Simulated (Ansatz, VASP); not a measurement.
## Ag: VASP beside Ansatz

Contents of INCAR:

```
SYSTEM = Ag
  PREC = Accurate
  ENCUT = 520
  EDIFF = 1E-6
  ISMEAR = -1
  SIGMA = 0.1
  LREAL = .FALSE.
  LASPH = .TRUE.
  NELM = 60
  ALGO = Normal
  ISIF = 2
  LWAVE = .FALSE.
  LCHARG = .TRUE.
  GGA = PE
  LELF = .TRUE.
  LVHAR = .TRUE.
  NBANDS = 12
```

The input KPOINTS:

```
regular mesh
0
G
  13 13 13
  0 0 0
```

POSCAR

```
Ag
1.0
    2.6767311019      0.0000000000      0.0000000000
    0.0000000000      2.6767311019      0.0000000000
    0.0000000000      0.0000000000      2.6767311019
Ag
1
Direct
    0.0000000000      0.0000000000      0.0000000000
```

Input for Ansatz:

```yaml
crystal:
  lattice:
    - [2.6767311019, 0.0, 0.0]
    - [0.0, 2.6767311019, 0.0]
    - [0.0, 0.0, 2.6767311019]
  atoms:
    - { symbol: Ag, position: [0.0, 0.0, 0.0] }
hamiltonian:
  xc: pbe
  pseudopotentials:
    kind: paw
    azcp:
      Ag: "pseudopotentials/Ag.paw.azcp"
basis:
  ecutwfc: 420
  fft_grid_basis: typed
kpoints:
  mp_grid: { grid: [13, 13, 13], shift: [0, 0, 0] }
magnetization:
  spin_polarized: false
scf:
  occupations: { method: fermi_dirac, width: 0.1 }
  lower_state_search: "off"
output:
  stress: true
```

Alike in both runs: task single point; functional PBE; k mesh 13 × 13 × 13; occupations fermi-dirac, width 0.1 eV; no spin polarisation.

|  | VASP | Ansatz |
| --- | --- | --- |
| version | VASP 6.6.1 | Ansatz 0.2.0 |
| potentials or method | VASP PAW PBE potentials, release 64 (Ag) | plane waves (420 eV) with PAW, scalar-relativistic |
| plane-wave cutoff (eV) | 520 | 420 |
| valence electrons in the cell | 11 | 19 |

Ansatz gave:

```
pressure (GPa) : 6.9
```

Estimate VASP's values.

pressure (GPa): 6.8.

With one functional, cell and mesh, what is left measures potentials, basis and numerics. The two sets of potentials don't hold the same shells in valence.
